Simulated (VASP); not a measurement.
# ZnO (zincite) (P6_3mc) in VASP: electric field gradients with PBEsol

Aim: the electric field gradients of ZnO (zincite) with PBEsol.

All numbers are computed with VASP 6.6.1; they aren't measurements. Logs are shortened: lines on timing, memory, paths and dates and some standing lists are left out, and cuts for length are marked.

**Experimental background.**

From “Electronic structure of alkaline earth and post-transition metal oxides”, 2009, arxiv:0908.1581, for a bulk crystal of ZnO: band gap 3.37 eV.

The results are compared with them further down.

## (1) Starting point

It takes space group P6_3mc (No. 186, hexagonal). The conventional cell has a = 3.249 Å, b = 3.249 Å, c = 5.206 Å, α = 90.00°, β = 90.00°, γ = 120.00°. Zn (site symmetry 3m) has 4 O at 1.97 to 1.98 Å as nearest neighbours. Around O (site symmetry 3m) lie 4 Zn at 1.97 to 1.98 Å.

## (2) Electric field gradients, PBEsol

File INCAR:

```
PREC     = Accurate       # precision mode
ENCUT    = 520            # plane-wave cutoff, eV
EDIFF    = 1E-7           # SCF threshold, eV
ISMEAR   = -1             # smearing method
SIGMA    = 0.02           # smearing width, eV
LREAL    = False          # projectors in reciprocal space
LASPH    = True           # aspherical terms in the spheres
NELM     = 60             # most SCF steps
ALGO     = Normal         # electronic algorithm
ISIF     = 2              # what is computed and relaxed
LWAVE    = False          # write WAVECAR
LCHARG   = False          # write CHGCAR
GGA      = PS             # functional
LEFG     = True
```

File KPOINTS:

```
regular mesh
0
Gamma
  8 8 5
```

File POSCAR:

```
ZnO
1.0
    3.2493080000      0.0000000000      0.0000000000
   -1.6246540000      2.8139832727      0.0000000000
    0.0000000000      0.0000000000      5.2057090000
Zn O
2 2
Direct
    0.3333333333      0.6666666667      0.5000000000
    0.6666666667      0.3333333333      0.0000000000
    0.6666666667      0.3333333333      0.3790100000
    0.3333333333      0.6666666667      0.8790100000
```

Potentials or basis: VASP PAW PBE potentials, release 64 (Zn, O).

Launch:

```console
> cat potpaw_PBE.64/Zn/POTCAR potpaw_PBE.64/O/POTCAR > POTCAR
> mpirun -np 1 vasp_std > vasp.out
```

OUTCAR:

```text
PREC = Accurate
   ENCUT = 520
   EDIFF = 1E-7
   ISMEAR = -1
   LREAL = False
   LASPH = True
   NELM = 60
   ISIF = 2
   GGA = PS

 ion  position               nearest neighbor table
   1  0.333  0.667  0.500-   4 1.97   3 1.98   3 1.98   3 1.98
   2  0.667  0.333  0.000-   3 1.97   4 1.98   4 1.98   4 1.98
   3  0.667  0.333  0.379-   2 1.97   1 1.98   1 1.98   1 1.98
   4  0.333  0.667  0.879-   1 1.97   2 1.98   2 1.98   2 1.98

  LATTYP: Found a hexagonal cell.
 ALAT       =     3.2493080000
 C/A-ratio  =     1.6020977390

  Lattice vectors:

 A1 = (   3.2493080000,   0.0000000000,   0.0000000000)
 A2 = (  -1.6246540000,   2.8139832727,   0.0000000000)
 A3 = (   0.0000000000,   0.0000000000,   5.2057090000)

Analysis of symmetry for initial positions (statically):
=====================================================================
 Subroutine PRICEL returns:
 Original cell was already a primitive cell.

 Routine SETGRP: Setting up the symmetry group for a
 hexagonal supercell.

 Subroutine GETGRP returns: Found 12 space group operations
 (whereof  6 operations were pure point group operations)
 out of a pool of 24 trial point group operations.

The static configuration has the point symmetry C_3v.
 The point group associated with its full space group is C_6v.

Analysis of symmetry for dynamics (positions and initial velocities):
=====================================================================
 Subroutine PRICEL returns:
 Original cell was already a primitive cell.

 Routine SETGRP: Setting up the symmetry group for a
 hexagonal supercell.

 Subroutine GETGRP returns: Found 12 space group operations
 (whereof  6 operations were pure point group operations)
 out of a pool of 24 trial point group operations.

The dynamic configuration has the point symmetry C_3v.
 The point group associated with its full space group is C_6v.

 Subroutine INISYM returns: Found 12 space group operations
 (whereof  6 operations are pure point group operations),
 and found     1 'primitive' translations

----------------------------------------------------------------------------------------

                                     Primitive cell

  volume of cell :      47.5984

  direct lattice vectors                    reciprocal lattice vectors
     3.249308000  0.000000000  0.000000000     0.307757836  0.177684070  0.000000000
    -1.624654000  2.813983273  0.000000000     0.000000000  0.355368139  0.000000000
     0.000000000  0.000000000  5.205709000     0.000000000  0.000000000  0.192096792

  length of vectors
     3.249308000  3.249308000  5.205709000     0.355368139  0.355368139  0.192096792

  position of ions in fractional coordinates (direct lattice)
     0.333333333  0.666666667  0.500000000
     0.666666667  0.333333333  0.000000000
     0.666666667  0.333333333  0.379010000
     0.333333333  0.666666667  0.879010000

  ion indices of the primitive-cell ions
   primitive index   ion index
                 1           1
                 2           2
                 3           3
                 4           4

----------------------------------------------------------------------------------------

 KPOINTS: regular mesh

Automatic generation of k-mesh.
 Grid dimensions read from file:
 generate k-points for:    8    8    5

 Generating k-lattice:

  Cartesian coordinates                     Fractional coordinates (reciprocal lattice)
     0.038469730  0.022210509  0.000000000     0.125000000  0.000000000  0.000000000
     0.000000000  0.044421017  0.000000000     0.000000000  0.125000000  0.000000000
     0.000000000  0.000000000  0.038419358     0.000000000  0.000000000  0.200000000

  Length of vectors
     0.044421017  0.044421017  0.038419358

  Shift w.r.t. Gamma in fractional coordinates (k-lattice)
     0.000000000  0.000000000  0.000000000

 Subroutine IBZKPT returns following result:
 ===========================================

 Found     30 irreducible k-points:

 Following reciprocal coordinates:
            Coordinates               Weight
  0.000000  0.000000  0.000000      1.000000
  0.125000  0.000000  0.000000      6.000000
  0.250000  0.000000  0.000000      6.000000
  0.375000  0.000000  0.000000      6.000000
  0.500000  0.000000  0.000000      3.000000
  0.125000  0.125000  0.000000      6.000000
[... 16 lines left out ...]
  0.250000  0.000000  0.400000     12.000000
  0.375000  0.000000  0.400000     12.000000
 [... further k-points ...]
   k-points           NKPTS =     30   k-points in BZ     NKDIM =     30   number of bands    NBANDS=     22
   number of dos      NEDOS =    301   number of ions     NIONS =      4
   total plane-waves  NPLWV =  23040
   dimension x,y,z NGX =    24 NGY =   24 NGZ =   40
   dimension x,y,z NGXF=    48 NGYF=   48 NGZF=   80
   ions per type =               2   2
   NGX,Y,Z   is equivalent  to a cutoff of  12.28, 12.28, 12.77 a.u.
   NGXF,Y,Z  is equivalent  to a cutoff of  24.56, 24.56, 25.55 a.u.
 SYSTEM =  unknown system
   PREC   = accura    normal or accurate (medium, high low for compatibility)
   ISTART =      0    job   : 0-new  1-cont  2-samecut
   ICHARG =      2    charge: 1-file 2-atom 10-const
   ISPIN  =      1    spin polarized calculation?
   LNONCOLLINEAR =      F non collinear calculations
   LSORBIT =      F    spin-orbit coupling
   LASPH  =      T    aspherical Exc in radial PAW
   ENCUT  =  520.0 eV  38.22 Ry    6.18 a.u.   6.04  6.04  9.68*2*pi/ulx,y,z
   NELM   =     60;   NELMIN=  2; NELMDL= -5     # of ELM steps
   EDIFF  = 0.1E-06   stopping-criterion for ELM
   LREAL  =      F    real-space projection
   EDIFFG = 0.1E-05   stopping-criterion for IOM
   NSW    =      0    number of steps for IOM
   IBRION =     -1    ionic relax: 0-MD 1-quasi-New 2-CG
   NFREE  =      0    steps in history (QN), initial steepest desc. (CG)
   ISIF   =      2    stress and relaxation
   ISYM   =      2    0-nonsym 1-usesym 2-fastsym
   POTIM  = 0.5000    time-step for ionic-motion
   TEBEG  =    0.0;   TEEND  =   0.0 temperature during run
   PSTRESS=    0.0 pullay stress
   NELECT =      36.0000    total number of electrons
   NUPDOWN=      -1.0000    fix difference up-down
   EMIN   =  10.00;   EMAX   =-10.00  energy-range for DOS
   EFERMI =   0.00;   METHOD = LEGACY
   ISMEAR =    -1;   SIGMA  =   0.02  broadening in eV -4-tet -1-fermi 0-gaus
   EFERMI_NEDOS =   21; number of points for ismear=-14 and -15
   IALGO  =     38    algorithm
   IMIX   =      4    mixing-type and parameters
     AMIX     =   0.40;   BMIX     =  1.00
     AMIX_MAG =   1.60;   BMIX_MAG =  1.00
  volume/ion in A,a.u.               =      11.90        80.30
  Fermi-wavevector in a.u.,A,eV,Ry     =   1.491574  2.818667 30.270160  2.224794
  Thomas-Fermi vector in A             =   2.604212
   LORBIT       =      0    0 simple, 1 ext, 2 COOP (PROOUT), +10 PAW based schemes
   GGA     = PS    functional components
   LHFCALC =     F    Hartree Fock is set to
   AEXX    =    0.0000 exact exchange contribution
   IVDW    =     0    specifies the selected vdW correction
   LEPSILON=     F    determine dielectric tensor
   LRPA    =     F    only Hartree local field effects (RPA)
 non-spin polarized calculation
  energy-cutoff  :      520.00
  volume of cell :       47.60
 maximum number of plane-waves:      1299
   NGX = 13   NGY = 13   NGZ = 19

 number of electron      36.0000017 magnetization

 Free energy of the ion-electron system (eV)
  ---------------------------------------------------
  ext. energy  EPLUGINS =         0.00000000
  ---------------------------------------------------
  free energy    TOTEN  =       -19.41011407 eV

  energy without entropy =      -19.41011407  energy(sigma->0) =      -19.41011407

 E-fermi :   1.3948     XC(G=0): -11.1854

 val. band max:        1.0461165421   @ k =   0.0000   0.0000   0.0000
 cond. band min:       1.7318248333   @ k =   0.0000   0.0000   0.0000
 fundamental gap:      0.6857082912
 Fermi energy:         1.3947827364

 k-point     1 :       0.0000    0.0000    0.0000
  band No.  band energies     occupation
      1     -16.9919      2.00000
      2     -16.2404      2.00000
      3      -4.6592      2.00000
      4      -4.6592      2.00000
      5      -4.6589      2.00000
      6      -4.6197      2.00000
[... 574 lines left out ...]
      6      -4.2518      2.00000
[... 14 lines left out ...]
     21       9.5480      0.00000
     22       9.6768      0.00000

 [... further k-points ...]
[... 5 lines left out ...]
  --------------------------------------------------------------------------------------
  -------------------------------------------------------------------------------------
  Total       -0.3126018     -0.3126018      0.1988888      0.0000000     -0.0000000     -0.0000000
  in kB      -10.5222777    -10.5222777      6.6946619      0.0000000     -0.0000000     -0.0000000
  external PRESSURE =      -4.7832979 kB  Pullay stress =       0.0000000 kB

 VOLUME and BASIS-vectors are now :
 -----------------------------------------------------------------------------
  energy-cutoff  :      520.00
  volume of cell :       47.60
      direct lattice vectors                 reciprocal lattice vectors
     3.249308000  0.000000000  0.000000000     0.307757836  0.177684070  0.000000000
    -1.624654000  2.813983273  0.000000000     0.000000000  0.355368139  0.000000000
     0.000000000  0.000000000  5.205709000     0.000000000  0.000000000  0.192096792

 POSITION                                       TOTAL-FORCE (eV/Angst)
 -----------------------------------------------------------------------------------
     -0.00000      1.87599      2.60285        -0.000000      0.000000     -0.065313
      1.62465      0.93799      0.00000        -0.000000     -0.000000     -0.065313
      1.62465      0.93799      1.97302         0.000000      0.000000      0.065313
     -0.00000      1.87599      4.57587        -0.000000      0.000000      0.065313
 -----------------------------------------------------------------------------------
    total drift:                               -0.000000     -0.000000     -0.000687

  FREE ENERGIE OF THE ION-ELECTRON SYSTEM (eV)
  ---------------------------------------------------
  free  energy   TOTEN  =       -19.4101140738 eV

  energy  without entropy=      -19.4101140736  energy(sigma->0) =      -19.41011407

 Electric field gradients (V/A^2)
---------------------------------------------------------------------
 ion       V_xx      V_yy      V_zz      V_xy      V_xz      V_yz
---------------------------------------------------------------------
   1      -0.431    -0.432     0.863    -0.001    -0.000     0.000
   2      -0.431    -0.432     0.863    -0.001     0.000    -0.000
   3       0.944     0.940    -1.883    -0.004    -0.000     0.000
   4       0.944     0.940    -1.883    -0.004     0.000    -0.000
---------------------------------------------------------------------

 Electric field gradients after diagonalization (V/A^2)
 (convention: |V_zz| > |V_xx| > |V_yy|)
----------------------------------------------------------------------
 ion       V_xx      V_yy      V_zz     asymmetry (V_yy - V_xx)/ V_zz
----------------------------------------------------------------------
   1      -0.433    -0.430     0.863       0.003
   2      -0.433    -0.430     0.863       0.003
   3       0.946     0.937    -1.883       0.005
   4       0.946     0.937    -1.883       0.005
----------------------------------------------------------------------

           NMR quadrupolar parameters

 Cq : quadrupolar parameter    Cq=e*Q*V_zz/h
 eta: asymmetry parameters     (V_yy - V_xx)/ V_zz
 Q  : nuclear electric quadrupole moment in mb (millibarn)
----------------------------------------------------------------------
 ion       Cq(MHz)       eta       Q (mb)
----------------------------------------------------------------------
   1       0.002       0.003       1.000
   2       0.002       0.003       1.000
   3      -0.005       0.005       1.000
   4      -0.005       0.005       1.000
----------------------------------------------------------------------
```

Run time: 17 s. Hardware: 1 thread of Intel Xeon Platinum 8488C (Sapphire Rapids), shared host; peak memory 0.17 GiB.

What came out:

```
Free energy            : -19.4101 eV
Pressure               : -0.5 GPa
Largest force          : 0.065 eV/Å
Band gap on the k mesh : 0.69 eV, direct
```

Forces in eV/Å, atoms in the order of the input:
```
Zn   0.000  0.000 -0.065
Zn   0.000  0.000 -0.065
O    0.000  0.000  0.065
O    0.000  0.000  0.065
```

Stress tensor (GPa, compression positive):
```
-1.05  0.00  0.00
 0.00 -1.05  0.00
 0.00  0.00  0.67
```

Electric field gradients, principal values (V/Å²):
| atom | Vxx | Vyy | Vzz |
| --- | --- | --- | --- |
| 1 Zn | -0.430 | -0.433 | 0.863 |
| 2 Zn | -0.430 | -0.433 | 0.863 |
| 3 O | 0.937 | 0.946 | -1.883 |
| 4 O | 0.937 | 0.946 | -1.883 |

Caveat: the PAW data sets were made with another functional, which shifts forces and pressure a little.

## (3) Against experiment

Step 2. A measured gap of ZnO is 3.37 eV (quoted in “Electronic structure of alkaline earth and post-transition metal oxides”, 2009, arxiv:0908.1581); the calculated 0.69 eV misses it by -2.68 eV. So large a miss can be the level of theory's own, or it may mean another phase, state or a wrong row. The value is that of PBEsol, without temperature or zero-point motion. Semilocal functionals fall short of measured gaps as a rule.
